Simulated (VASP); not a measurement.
Set up this calculation in VASP 6.6.1, as the native input.

| Quantity | Value |
| --- | --- |
| Task | dielectric tensor |
| Functional | PBEsol |
| Potentials or basis | VASP PAW PBE potentials, release 64 (Sn_d, S) |
| Cutoff | 600 eV |
| k mesh | 4 × 10 × 8 |
| Occupations | gaussian, width 0.03 eV |
| Spin | no spin polarisation |
| Monkhorst-Pack mesh | yes |
| Further INCAR settings | ALGO = Normal; EDIFF = 1e-08 |

The structure of SnS lies in POSCAR:

```
SnS                                     
1.0
   11.0969316405      0.0000000000      0.0000000000
    0.0000000000      3.9841460347      0.0000000000
    0.0000000000      0.0000000000      4.2330003062
  Sn              S             
     4     4
Direct
     0.1185591344419646    0.2500000000000000    0.1098545268642143
     0.3814408655580354    0.7500000000000000    0.6098545268642143
     0.6185591344419645    0.2500000000000000    0.3901454731357857
     0.8814408655580355    0.7500000000000000    0.8901454731357857
     0.8533932630075693    0.2500000000000000    0.4746300483357155
     0.6466067369924307    0.7500000000000000    0.9746300483357154
     0.3533932630075692    0.2500000000000000    0.0253699516642845
     0.1466067369924308    0.7500000000000000    0.5253699516642846
```

One way to write it, as run:

INCAR

```
ALGO = Normal ; EDIFF = 1E-8
ENCUT = 600 ; GGA = PS
ISIF = 2 ; ISMEAR = 0
KPAR = 2 ; LASPH = True
LCHARG = False ; LEPSILON = True
LREAL = False ; LWAVE = False
NELM = 80 ; PREC = Accurate
SIGMA = 0.03
```

KPOINTS

```
k-points
0
Monkhorst-Pack
  4 10 8
```

Potentials or basis: VASP PAW PBE potentials, release 64 (Sn_d, S).

Run with:

```console
$ cat potpaw_PBE.64/Sn_d/POTCAR potpaw_PBE.64/S/POTCAR > POTCAR
$ mpirun -np 2 vasp_std > vasp.out
```

Results of the run:

| Item | Value |
| --- | --- |
| Electronic dielectric tensor (diagonal) | 16.40, 20.34, 17.65 |
| Born charges (mean of the diagonal) | Sn +3.94; S -3.94 e |

It took 49 min on 2 MPI ranks on Intel(R) Xeon(R) Platinum 8488C (Sapphire Rapids) (shared host), peak memory 1.2 GiB a rank.
